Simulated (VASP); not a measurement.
# The (1 1 1) face of TiPt3: relaxation and electronic structure

Wanted: how the (1 1 1) face of TiPt3 relaxes, and what it costs to take an electron out. The start is a cell from a database of measured crystal structures.

Calculated with VASP 6.6.1; PBE with D2; plane waves and PAW (Pt, Ti), in the first sound run; inputs show where later runs differ.

Most raw output is cut from this account.

The database entry behind the starting cell is an old determination (1943), so it need not match the best structure at ambient conditions.

## 1. The structure

Symmetry: Pm-3m, No. 221, cubic system. The conventional cell has a = 3.897 Å, b = 3.897 Å, c = 3.897 Å, α = 90.00°, β = 90.00°, γ = 90.00°. Nearest to Pt lie 8 Pt at 2.76 Å and 4 Ti at 2.76 Å. Nearest to Ti lie 12 Pt at 2.76 Å. Farther neighbours are not listed.

Coordinates:

```
Pt Ti
1.0
     3.89700    0.00000    0.00000
     0.00000    3.89700    0.00000
     0.00000    0.00000    3.89700
Pt Ti
3 1
Direct
  0.50000 0.50000 0.00000
  0.50000 0.00000 0.50000
  0.00000 0.50000 0.50000
  0.00000 0.00000 0.00000
```

## 2. The bulk reference

The surface energy counts from the bulk crystal, run with the slab's cutoff and functional on a dense mesh.

Input file INCAR:

```
SYSTEM = TiPt3
PREC = Normal
ENCUT = 300
EDIFF = 1E-05
NELM = 120
ISMEAR = 0
SIGMA = 0.2
LREAL = Auto
ALGO = Fast
GGA = PE
IVDW = 10
NBANDS = 23
LASPH = .TRUE.
LORBIT = 11
LWAVE = .FALSE.
LCHARG = .FALSE.
KPAR = 4
```

Input file POSCAR:

```
TiPt3
1.0
    3.8970000000      0.0000000000      0.0000000000
    0.0000000000      3.8970000000      0.0000000000
    0.0000000000      0.0000000000      3.8970000000
Pt Ti
3 1
Direct
    0.5000000000      0.5000000000      0.0000000000
    0.5000000000      0.0000000000      0.5000000000
    0.0000000000      0.5000000000      0.5000000000
    0.0000000000      0.0000000000      0.0000000000
```

Input file KPOINTS:

```
Automatic mesh
0
Gamma
9 9 9
0 0 0
```

The projector-augmented-wave data sets are Pt and Ti (PBE family, release 64).

Started as:

```
> mpirun -np 4 vasp_std
```

The job ended after 5.4 s (4 MPI ranks of Intel Xeon 6975P-C (Granite Rapids), shared host; peak memory 0.49 GiB).

Dispersion corrections of this kind ignore metallic screening and tend to overbind metals. The data set Ti keeps the semicore shell frozen, which is cheaper and a little less accurate.

This step gave:

- electronic cycles: 15
- electrons: 34
- free energy (TOTEN): -34.70 eV
- energy at zero smearing: -34.68 eV
- Fermi energy: 10.26 eV
- labelled metallic, from the levels on this mesh: yes

Energy at zero smearing: -34.68388 eV.

## 3. Surface relaxation

This step: PBE with D2; plane waves and PAW (Ti, Pt) (VASP 6.6.1).

System of this step: TiPt3. The cell holds 20 atoms: 5 Ti and 15 Pt. Its edges and angles: a = 5.511 Å, b = 5.511 Å, c = 24.000 Å, α = 90.0°, β = 90.0°, γ = 120.0°. It derives from TiPt3. The (1 1 1) slab of TiPt3, cut from the database cell. Vacuum lies along c.

The free atoms relax, while those held by selective dynamics keep their cut positions.

Edit INCAR of step 2 so:

```diff
@@ -11,3 +11,3 @@
 IVDW = 10
-NBANDS = 23
+NBANDS = 105
 LASPH = .TRUE.
@@ -17 +17,10 @@
 KPAR = 4
+IBRION = 2
+NSW = 40
+ISIF = 2
+EDIFFG = -0.03
+POTIM = 0.4
+MAXMIX = 40
+IDIPOL = 3
+LDIPOL = .TRUE.
+DIPOL = 0.5 0.5 0.5
```

Input file POSCAR:

```
TiPt3
1.0
    5.5111902526      0.0000000000      0.0000000000
   -2.7555951263      4.7728307638      0.0000000000
    0.0000000000      0.0000000000     23.9997359961
Ti Pt
5 15
Selective dynamics
Direct
    0.6666666700      0.3333333300      0.3125034400  F F F
    0.3333333300      0.6666666700      0.4062517200  F F F
    0.0000000000      0.0000000000      0.5000000000  T T T
    0.6666666700      0.3333333300      0.5937482800  T T T
    0.3333333300      0.6666666700      0.6874965600  T T T
    0.1666666700      0.8333333300      0.3125034400  F F F
    0.1666666700      0.3333333300      0.3125034400  F F F
    0.6666666700      0.8333333300      0.3125034400  F F F
    0.8333333300      0.1666666700      0.4062517200  F F F
    0.8333333300      0.6666666700      0.4062517200  F F F
    0.3333333300      0.1666666700      0.4062517200  F F F
    0.5000000000      0.5000000000      0.5000000000  T T T
    0.5000000000      0.0000000000      0.5000000000  T T T
    0.0000000000      0.5000000000      0.5000000000  T T T
    0.1666666700      0.8333333300      0.5937482800  T T T
    0.1666666700      0.3333333300      0.5937482800  T T T
    0.6666666700      0.8333333300      0.5937482800  T T T
    0.8333333300      0.1666666700      0.6874965600  T T T
    0.8333333300      0.6666666700      0.6874965600  T T T
    0.3333333300      0.1666666700      0.6874965600  T T T
```

Input file KPOINTS:

```
Automatic mesh
0
Gamma
6 6 1
0 0 0
```

The projector-augmented-wave data sets are Ti and Pt (PBE family, release 64).

Started as:

```
> mpirun -np 4 vasp_std
```

The job ended after 4.9 min (4 MPI ranks; peak memory 1.5 GiB).

The run keeps the 6 symmetry operations of its start, so it cannot find a distortion of lower symmetry.

Step by step:

```csv
step,energy less that of the first step (eV),largest force (eV/Å)
1,0.0000,1.2932
2,-0.1515,0.8566
3,-0.1810,0.4957
4,-0.2254,0.3872
5,-0.2462,0.3349
6,-0.2720,0.2133
7,-0.2740,0.1999
8,-0.2877,0.1589
9,-0.2904,0.1642
10,-0.2961,0.1212
11,-0.2961,0.1318
12,-0.3012,0.1312
13,-0.3018,0.1430
14,-0.3037,0.0785
15,-0.3037,0.0628
16,-0.3046,0.0371
17,-0.3045,0.0384
18,-0.3046,0.0352
19,-0.3046,0.0326
20,-0.3047,0.0265
```

The atoms that moved most (Å):

```csv
atom,dx,dy,dz,length
Ti5,0.000,0.000,-0.185,0.185
Pt18,-0.029,0.017,-0.110,0.114
Pt19,0.000,-0.033,-0.110,0.114
Pt20,0.029,0.017,-0.110,0.114
Pt16,0.000,-0.008,-0.109,0.110
Pt17,0.007,0.004,-0.109,0.110
Pt15,-0.007,0.004,-0.109,0.110
Ti4,0.000,0.000,0.095,0.095
```

Final coordinates:

```xyz
20
Lattice="5.5112 0.0000 0.0000 -2.7556 4.7728 0.0000 0.0000 0.0000 23.9997" Properties=species:S:1:pos:R:3
Ti    2.7556    1.5909    7.5000
Ti    0.0000    3.1819    9.7499
Ti    0.0000    0.0000   11.9300
Ti    2.7556    1.5909   14.3448
Ti    0.0000    3.1819   16.3144
Pt   -1.3778    3.9774    7.5000
Pt    0.0000    1.5909    7.5000
Pt    1.3778    3.9774    7.5000
Pt    4.1334    0.7955    9.7499
Pt    2.7556    3.1819    9.7499
Pt    1.3778    0.7955    9.7499
Pt    1.3804    2.3849   11.9529
Pt    2.7556    0.0030   11.9529
Pt   -1.3804    2.3849   11.9529
Pt   -1.3850    3.9815   14.1405
Pt    0.0000    1.5826   14.1405
Pt    1.3850    3.9815   14.1405
Pt    4.1047    0.8120   16.3901
Pt    2.7556    3.1487   16.3901
Pt    1.4065    0.8120   16.3901
```

Numbers from this step:

```yaml
electronic_cycles: 174
electrons: 170
free_energy_toten: -161.9885 eV
energy_at_zero_smearing: -161.8926 eV
fermi_energy: 1.950 eV
dipole_moment: 0, 0, -0.002887 e·Å
```

The run ended after 20 ionic steps, 0.305 eV below its first step, once the forces on the free atoms met EDIFFG = -0.03.

Only the dipole across the slab is computed (IDIPOL = 3); zeros along the plane are no results.

## 4. Vacuum level and density of states

A static run writes the electrostatic potential without exchange and correlation (LVHAR), which is flat in the vacuum and gives the level to count from. The dipole correction cancels the field that unlike faces would set up across the vacuum.

Input file INCAR:

```
SYSTEM = TiPt3
PREC = Normal
ENCUT = 300
EDIFF = 1E-06
NELM = 120
ISMEAR = 0
SIGMA = 0.2
LREAL = Auto
ALGO = Fast
GGA = PE
IVDW = 10
NBANDS = 129
LASPH = .TRUE.
LORBIT = 11
LWAVE = .TRUE.
LCHARG = .TRUE.
IDIPOL = 3
LDIPOL = .TRUE.
DIPOL = 0.5 0.5 0.498
LVHAR = .TRUE.
LVACPOTAV = .TRUE.
LELF = .TRUE.
NEDOS = 1500
```

Input file POSCAR:

```
TiPt3
1.0
    5.5111902526      0.0000000000      0.0000000000
   -2.7555951263      4.7728307638      0.0000000000
    0.0000000000      0.0000000000     23.9997359961
Ti Pt
5 15
Direct
    0.6666666700      0.3333333300      0.3125034400
    0.3333333300      0.6666666700      0.4062517200
    0.0000000000      0.0000000000      0.4970881415
    0.6666666700      0.3333333300      0.5977060694
    0.3333333300      0.6666666700      0.6797739781
    0.1666666700      0.8333333300      0.3125034400
    0.1666666700      0.3333333300      0.3125034400
    0.6666666700      0.8333333300      0.3125034400
    0.8333333300      0.1666666700      0.4062517200
    0.8333333300      0.6666666700      0.4062517200
    0.3333333300      0.1666666700      0.4062517200
    0.5003091885      0.4996908115      0.4980432997
    0.5003091885      0.0006183769      0.4980432997
    0.9993816231      0.4996908115      0.4980432997
    0.1657948262      0.8342051738      0.5891928421
    0.1657948262      0.3315896424      0.5891928421
    0.6684103576      0.8342051738      0.5891928421
    0.8298614838      0.1701385162      0.6829299591
    0.8298614838      0.6597229776      0.6829299591
    0.3402770224      0.1701385162      0.6829299591
```

KPOINTS is that of step 3.

Started as:

```
> mpirun -np 4 vasp_std
```

Elapsed: 46 s, on 4 MPI ranks; peak memory 0.69 GiB; 3 min of CPU time.

Numbers from this step:

```
electronic cycles                          : 33
Fermi energy                               : 1.947 eV
DOS at the Fermi level                     : 9.765 states/eV/cell
dipole moment                              : 0, 0, -0.003297 e·Å
vacuum levels                              : 7.086, 7.109 eV
work functions of the upper and lower face : 5.139, 5.162 eV
```

The density of states has structure finer than the step of the table below, so its rows give means over 1 eV, whole bins alone (the curve runs from -11.7 to 7.93 eV). Peaks (eV: height): total -5.6: 26.7, -3.0: 37.1, 1.1: 37.5, 6.8: 14.4; Ti s -8.1: 0.247, -6.2: 1.08, -0.9: 0.386, 6.8: 0.364; Ti p -3.6: 0.784, 4.6: 0.944, 6.8: 1.13, 7.6: 1.01; Ti d 1.0: 23.3; Pt s -8.1: 1.73, -6.2: 3.48, 6.0: 1.90, 6.8: 2.45.

Means over bins of 0.072 eV. Table of density of states by energy, zero at the Fermi level; means over each step; values in states/eV/cell:

```csv
energy (eV),total,Ti s,Ti p,Ti d,Pt s,Pt p,Pt d
-11,0,0,0,0,0,0,0
-10,0.179,0.0245,0.00152,0,0.121,0.00394,0.00295
-9,1.05,0.125,0.0207,0.00152,0.676,0.0486,0.0347
-8,2.52,0.185,0.101,0.0192,1.42,0.186,0.277
-7,8.17,0.313,0.219,0.365,2.53,0.409,3.58
-6,24.4,0.840,0.516,1.33,2.63,1.07,16.3
-5,22.7,0.370,0.548,1.13,0.786,1.29,17.1
-4,25.3,0.138,0.715,1.40,0.666,1.37,19.5
-3,33.9,0.108,0.579,2.66,0.786,1.42,26.4
-2,26.4,0.0943,0.284,1.95,0.536,1.49,20.5
-1,18.1,0.246,0.223,2.09,0.378,1.52,12.2
0,13.7,0.0699,0.231,3.82,0.252,0.973,7.31
1,31.8,0.0925,0.572,19.6,0.505,1.22,8.43
2,13.6,0.0898,0.612,7.04,0.482,0.787,3.81
3,6.56,0.103,0.580,2.19,0.380,1.17,1.41
4,6.08,0.161,0.516,1.72,0.441,1.28,1.21
5,6.73,0.134,0.681,1.03,0.500,1.42,1.10
6,8.51,0.129,0.609,0.863,1.30,1.16,1.09
7,10.2,0.298,0.783,0.760,1.59,1.35,1.16
```

Zero at the Fermi level. Table of planar average of the electrostatic potential by height:

```csv
height (Å),planar average of the electrostatic potential (eV)
0.0,5.16
0.5,5.16
1.0,5.16
1.5,5.16
2.0,5.16
2.5,5.16
3.0,5.16
3.5,5.16
4.0,5.16
4.5,5.14
5.0,5.07
5.5,4.82
6.0,3.90
6.5,0.322
7.0,-11.1
7.5,-18.0
8.0,-11.4
8.5,-1.27
9.0,-5.64
9.5,-16.8
10.0,-16.9
10.5,-5.92
11.0,-2.30
11.5,-13.0
12.0,-18.6
12.5,-10.7
13.0,-1.18
13.5,-8.07
14.0,-17.9
14.5,-15.2
15.0,-3.95
15.5,-3.22
16.0,-14.2
16.5,-17.7
17.0,-8.30
17.5,1.77
18.0,4.22
18.5,4.89
19.0,5.07
19.5,5.12
20.0,5.13
20.5,5.14
21.0,5.14
21.5,5.14
22.0,5.14
22.5,5.14
23.0,5.14
23.5,5.14
```

Density of states in the PAW spheres, an atom over height of the layer and energy from the Fermi level.

Values in states/eV, 22 rows by 8 columns, each cell a mean:
```
0.82 0.69 2.30 0.31 0.36 1.40 2.12 0.41
0.62 0.52 0.27 0.57 0.49 0.36 0.58 0.44
0.92 0.66 0.28 0.78 0.74 0.31 0.78 0.78
1.08 0.68 0.47 0.59 0.76 0.44 0.92 1.10
1.18 0.73 0.47 0.64 0.86 0.32 0.58 1.13
1.41 0.82 0.46 0.92 1.02 0.33 0.38 1.44
1.58 0.99 0.36 1.42 1.13 0.48 0.42 1.79
1.54 1.24 0.53 1.57 1.47 0.58 0.51 2.00
1.74 1.43 0.72 1.77 1.65 0.70 0.60 2.16
1.97 1.59 0.73 1.78 1.81 0.80 0.57 2.20
1.36 1.20 0.67 1.52 1.52 0.65 0.50 2.12
1.05 1.10 0.51 1.56 1.28 0.50 0.36 1.39
1.12 1.28 0.47 1.63 1.46 0.49 0.35 1.26
0.95 1.12 0.28 1.30 1.31 0.45 0.30 1.13
0.90 1.16 0.35 1.05 1.42 0.51 0.39 1.19
0.98 1.46 0.44 1.25 1.70 0.57 0.53 1.29
0.63 1.51 0.60 1.69 1.87 0.64 0.49 1.00
0.43 1.40 0.79 1.82 1.69 0.70 0.32 0.60
0.25 0.67 0.48 0.95 0.84 0.36 0.16 0.35
0.16 0.38 0.24 0.63 0.50 0.18 0.10 0.25
0.09 0.25 0.15 0.40 0.30 0.11 0.07 0.13
0.05 0.15 0.07 0.13 0.17 0.06 0.05 0.06
```
Columns: height of the layer (Å) from 7.5 to 16.4 (not evenly spaced); rows upwards: energy from the Fermi level (eV) from -7.9 to 0.5.

Force by atom:

```csv
atom,x (eV/Å),y (eV/Å),z (eV/Å),size
Ti1,0.00,0.00,0.28,0.28
Ti2,0.00,0.00,-1.33,1.33
Ti3,0.00,0.00,-0.01,0.01
Ti4,0.00,0.00,-0.02,0.02
Ti5,0.00,0.00,-0.01,0.01
Pt6,0.80,-0.46,0.42,1.02
Pt7,0.00,0.93,0.42,1.02
Pt8,-0.80,-0.46,0.42,1.02
Pt9,0.07,-0.04,-0.06,0.10
Pt10,0.00,0.08,-0.06,0.10
Pt11,-0.07,-0.04,-0.06,0.10
Pt12,-0.01,0.01,0.02,0.03
Pt13,0.00,-0.01,0.02,0.03
Pt14,0.01,0.01,0.02,0.03
Pt15,0.01,-0.01,-0.01,0.02
Pt16,0.00,0.01,-0.01,0.02
Pt17,-0.01,-0.01,-0.01,0.02
Pt18,0.00,0.00,-0.01,0.01
Pt19,0.00,0.00,-0.01,0.01
Pt20,0.00,0.00,-0.01,0.01
```

Electrostatic potential energy in the ca plane at fractional y = 0.332, with atoms of Ti and Pt within 0.2 Å of it. With pseudopotentials it is smooth inside the atoms' cores, unlike the true potential.

Ten even steps from '0' (-44 eV) to '9' (7 eV), each cell a mean:
```
99999999999999999998888986335886335898888887
99999999999999999998888886335886335898888886
99999999999999999987777887657888667888777787
99999999999999999876667788888999888887666778
99999999999999999876556789999999999987656678
99999999999999999876666789889999889987666778
99999999999999999877667888778998778887766788
99999999999999999988778886446887446888777887
99999999999999999998888986325886325898888886
99999999999999999997668886446887446888667887
99999999999999999973014788778998778874102688
99999999999999999840000689889999888861000489
99999999999999999840000589889999889850000389
99999999999999999961002788888998888872001588
99999999999999999985336887657887657886335888
```
Columns run along c (16.0 Å, from fractional 0.00 to 0.67 of the cell; values clipped at the 3rd and 97th percentile), rows up along a (5.5 Å). Atoms in or near the plane, at fractional coordinates: Ti at (0.31, 0.67), Ti at (0.60, 0.67), Pt at (0.31, 0.17), Pt at (0.59, 0.17).

Valence density in the ca plane at fractional y = 0.332, with atoms of Ti and Pt within 0.2 Å of it. It is the smooth field of the valence electrons, not physical close to the nuclei.

Values in e/Å³, 8 rows by 16 columns, each cell a mean:
```
0.0 0.0 0.0 0.0 0.0 0.0 0.1 0.3 0.3 0.9 0.7 0.8 0.8 0.3 0.3 0.4
0.0 0.0 0.0 0.0 0.0 0.0 0.1 0.4 0.2 0.6 0.4 0.4 0.5 0.2 0.4 0.4
0.0 0.0 0.0 0.0 0.0 0.0 0.1 0.8 0.3 0.3 0.2 0.2 0.3 0.3 0.9 0.3
0.0 0.0 0.0 0.0 0.0 0.0 0.1 0.4 0.2 0.5 0.4 0.4 0.5 0.2 0.4 0.3
0.0 0.0 0.0 0.0 0.0 0.0 0.1 0.3 0.3 0.9 0.7 0.8 0.8 0.3 0.3 0.4
0.0 0.0 0.0 0.0 0.0 0.0 0.3 1.4 0.6 0.6 0.4 0.5 0.5 0.8 1.3 0.4
0.0 0.0 0.0 0.0 0.0 0.0 0.6 2.9 1.1 0.3 0.2 0.2 0.3 1.4 2.7 0.5
0.0 0.0 0.0 0.0 0.0 0.0 0.3 1.5 0.7 0.5 0.4 0.4 0.5 0.8 1.5 0.4
```
Columns run along c (16.0 Å, from fractional 0.00 to 0.67 of the cell), rows up along a (5.5 Å). Atoms in or near the plane, at fractional coordinates: Ti at (0.31, 0.67), Ti at (0.60, 0.67), Pt at (0.31, 0.17), Pt at (0.59, 0.17).

ELF in the ca plane at fractional y = 0.332, with atoms of Ti and Pt within 0.2 Å of it. It is the smooth field of the valence electrons, not physical close to the nuclei.

Ten even steps from '0' (0.00) to '9' (0.43), each cell a mean:
```
89998767877877777876788767876887643910000000
78876567876777767876666568876776531000000000
23321267877765677775321148877776545500000000
00000147776544567774100026777665432200000000
00000037776433466763100014776664421000000000
00000047766533566774100015776665432320000000
11110257777655677775210137877766431000000000
55654467877776777876544358876776533800000000
89997667876877767876788767876787532200000000
89998766888877888877789866788987531000000000
68634776788766788778643677789987533400000000
66200487677655677777300277778886420000000000
66100387677655677777200167778876421601000000
67412686688766788778521477778987421200000000
78977776789877899877877876789987531000000000
```
Columns run along c (16.0 Å, from fractional 0.26 to 0.93 of the cell), rows up along a (5.5 Å). Atoms in or near the plane, at fractional coordinates: Ti at (0.31, 0.67), Ti at (0.60, 0.67), Pt at (0.31, 0.17), Pt at (0.59, 0.17).

The density of states holds every band computed, so its fall toward the upper end of the range is no gap.

The map of layer states is cut here 0.5 eV above the Fermi level, so it leaves out the states above that.

The vacuum level lies 5.14 eV above the Fermi level at the upper face; both faces agree, as the slab has next to no dipole.

The program found no field-free point at its default tolerance, but its printed level agrees with the flat part of the planar average.

On this mesh the fine structure of the density of states is sampling noise, and high empty states may be cut by the number of bands.

## 5. Tunnelling image, filled states within 1.5 eV

A partial density over this window, at constant height above the top atom, is the Tersoff-Hamann picture of a tunnelling image.

Input file INCAR:

```
SYSTEM = TiPt3
PREC = Normal
ENCUT = 300
EDIFF = 1E-05
NELM = 120
ISMEAR = 0
SIGMA = 0.2
LREAL = Auto
ALGO = Fast
GGA = PE
IVDW = 10
NBANDS = 132
LASPH = .TRUE.
LWAVE = .FALSE.
LCHARG = .FALSE.
ISTART = 1
LPARD = .TRUE.
NBMOD = -3
EINT = -1.5 0
LSEPB = .FALSE.
LSEPK = .FALSE.
```

POSCAR is that of step 4.

KPOINTS is that of step 4.

The WAVECAR or CHGCAR of an earlier step is read.

Started as:

```
> mpirun -np 4 vasp_std
```

Elapsed: 2.4 s, on 4 MPI ranks.

Local density of states in the window along a and b. Constant height, 2.5 Å above the top atom.

Ten even steps from '0' (1.02 × 1e-3 e/Å³) to '9' (2.98 × 1e-3 e/Å³), each cell a mean:
```
000122345556666666655443211000
001123344455555555444332111000
112223333444444444333322211111
222333333333333333333332222222
433333332222222223333334444444
544433222111122233344455566655
654433221111122334455677777776
655433221111123345567788998877
665433211112233456678999999887
665433221222344567789999999887
665433222233455677889999998877
665433223344566778888888888877
655433333455677888888888888877
654433334456788888888888888887
654333344567889988887888899887
543323345678999988888889999876
432223346789999988888899999875
321122356789999988889999998754
111112356789999888889999876542
000112356788988888888988764321
000112356778887777888776543210
000112345667777777776654321100
```
Columns: along a (fractional) from 0 to 0.979; rows upwards: along b (fractional) from 0 to 0.979.

(Continued in part 2 of 2.)

[Lines on the potential files, build, host, timing and source positions are cut from VASP's logs without a mark.]

[Logs are printed without paths, hosts, clocks, repeated set-up lines and the standing remarks that a program may print on its own settings, such as how far it seeks lower states.]

[Hosts, paths, dates, database ids (printed as entryN), source tags and the programs' standing remarks are cut or masked in the printed files.]

[In band tables of VASP the shares of atoms and orbitals are scaled to a sum of 1 inside the atoms' spheres.]

[Runs that stopped without an error message from VASP are left out.]
